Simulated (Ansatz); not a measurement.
Consider CdTe in the zinc blende structure (space group F-43m, No. 216; a = 6.489 Å).

The change: Ru takes the place of Te on all its sites; the structure is relaxed again.

Levels (all Ansatz, an electronic-structure program, PAW): PBEsol (420 eV, no SOC); PBEsol+SOC (420 eV, spin-orbit coupling included).

The geometry is relaxed with PBEsol.

| Item | Result |
|---|---|
| PBEsol pressure | 0.0 GPa |

Predict the pressure from PBEsol+SOC.

The pressure goes from zero to 0.2 GPa.

Single points use the geometry relaxed with PBEsol. Differences between runs with and without spin-orbit coupling are approximate. Whether these cells are dynamically stable was not tested. As relaxed here, CdRu is a hypothetical phase, not in the database extracts checked. The runs without spin-orbit coupling are not spin-polarised. CdRu has a high density of states at the Fermi level and may be magnetic at this level.
